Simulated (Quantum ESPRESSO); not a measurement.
GaAs:

```
As Ga
1.0
     0.00000    2.82685    2.82685
     2.82685    0.00000    2.82685
     2.82685    2.82685    0.00000
As Ga
1 1
Cartesian
  4.2403 4.2403 4.2403
  0.0000 0.0000 0.0000
```

Base run:

```yaml
Program: Quantum ESPRESSO 7.5
Functional: LDA
Potentials_or_basis: PseudoDojo 0.4.1 SR LDA standard
Cutoff: 1088 eV
Density_cutoff: 4354 eV
k_mesh: 6 × 6 × 6
Occupations: fixed
Spin: no spin polarisation
```

Its results: band gap on the k mesh, mean-field level 0.28 eV, direct.

**Question.** The run is repeated on the same cell with these changes: functional from LDA to PBE; potentials or basis from PseudoDojo 0.4.1 SR LDA standard to PseudoDojo 0.4.1 SR PBE standard; cutoff from 1088 eV to 1143 eV; density cutoff from 4354 eV to 4572 eV. What comes out?

**Answer.** Band gap on the k mesh, mean-field level 0.52 eV, direct.

A k mesh can miss the band edges.
